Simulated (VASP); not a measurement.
Runs of VASP 6.6.1 on TaC. Symmetry: Fm-3m, No. 225, cubic system. The conventional cell has a = 4.468 Å, b = 4.468 Å, c = 4.468 Å, α = 90.00°, β = 90.00°, γ = 90.00°. Ta (site symmetry m-3m) has 6 C at 2.23 Å as nearest neighbours. C (site symmetry m-3m) has 6 Ta at 2.23 Å as nearest neighbours. The cell is a database's computed one.

| task | level | potentials or basis | cell | k mesh | cutoff (eV) | mesh quality | gap on the mesh (eV) | pressure (GPa) | relaxed volume (Å³/atom) |
| --- | --- | --- | --- | --- | --- | --- | --- | --- | --- |
| single point | PBEsol | VASP PAW PBE potentials, release 64 (Ta_pv, C) | as given | 16 × 16 × 16 | 520 | not flagged | none | (a) | - |
| relaxation of cell and atoms | PBEsol | VASP PAW PBE potentials, release 64 (Ta_pv, C_s) | relaxed | 16 × 16 × 16 | 480 | not flagged | none | 0.0 | 10.96 |
| relaxation of cell and atoms | RPBE | VASP PAW PBE potentials, release 64 (Ta_pv, C) | relaxed | 16 × 16 × 16 | 600 | not flagged | none | 0.0 | 11.37 |
| relaxation of cell and atoms | LDA | VASP PAW LDA potentials, release 64 (Ta_pv, C) | relaxed | 16 × 16 × 16 | 600 | not flagged | none | 0.0 | 10.80 |
| relaxation of cell and atoms | PBEsol | VASP PAW PBE potentials, release 64 (Ta_pv, C) | relaxed | 6 × 6 × 6 | 600 | coarse | none | 0.0 | 10.95 |
| relaxation of cell and atoms | PBEsol | VASP PAW PBE potentials, release 64 (Ta, C) | relaxed | 16 × 16 × 16 | 580 | not flagged | none | 0.0 | 10.95 |
| relaxation of cell and atoms | PBEsol | VASP PAW PBE potentials, release 64 (Ta_pv, C) | relaxed | 16 × 16 × 16 | 600 | not flagged | none | 0.0 | 10.96 |

Alike in all rows: no spin polarisation; smearing gaussian 0.1 eV.

Fill in the values left out.

(a) -5.5.

Caveats: some runs use coarse meshes; the PAW data sets were made with another functional, which shifts forces and pressure a little (some runs).

A k mesh can miss the band edges, and the runs leave out spin-orbit coupling on Ta.

A gap of «none» marks a metal or a gap under the smearing width.

The runs don't all hold the same shells in valence.

Runs at the PBE level aren't shown here.
